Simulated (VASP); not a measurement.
Input of a VASP 6.6.1 run:

File POSCAR:

```
Si
1.0
    2.8359687699      0.0000000000      0.0000000000
   -1.4179843850      2.4560209991      0.0000000000
    0.0000000000      0.0000000000      4.5942694073
Si
2
Direct
    0.2133333333      0.6066666667      0.1600000000
    0.7866666667      0.3933333333      0.8400000000
```

File INCAR.step1:

```
SYSTEM = Si
ALGO = Normal
EDIFF = 1E-4
ENCUT = 520
GGA = PE
ISMEAR = -1
LASPH = .True.
LCHARG = .False.
LREAL = .False.
LWAVE = .True.
NBANDS = 11
NELM = 100
PREC = Accurate
SIGMA = 0.05
```

File INCAR.step2:

```
SYSTEM = Si
ALGO = Normal
EDIFF = 1E-8
ENCUT = 520
ISIF = 2
ISMEAR = -1
ISTART = 1
LASPH = .True.
LCHARG = .False.
LEFG = .True.
LMIXTAU = .True.
LREAL = .False.
LWAVE = .False.
METAGGA = R2SCAN
NBANDS = 11
NELM = 100
PREC = Accurate
SIGMA = 0.05
```

Contents of KPOINTS:

```
k-points
0
Gamma
  12 12 7
  0 0 0
```

Potentials or basis: VASP PAW PBE potentials, release 64 (Si).

Run with:

```bash
$ cat potpaw_PBE.64/Si/POTCAR > POTCAR
$ cp INCAR.step1 INCAR
$ mpirun -np 1 vasp_std > vasp.out
$ cp INCAR.step2 INCAR
$ mpirun -np 1 vasp_std > vasp.out
```

**Question.** Estimate the band gap on the k mesh.

**Answer.** None (metal or under the smearing width).

**Question.** What does it give for the largest force?

**Answer.** 14.487 eV/Å.

**Question.** Predict the pressure.

**Answer.** 42.7 GPa.

Electric field gradients, principal values (V/Å²):
```
atom     Vxx     Vyy       Vzz
1 Si  48.795  51.620  -100.415
2 Si  48.795  51.620  -100.415
```

Caveat: so large a pressure means that the cell lies far from this level's equilibrium, or that cutoff or potentials fall short; the potentials were made for another functional, which shifts forces and pressure.
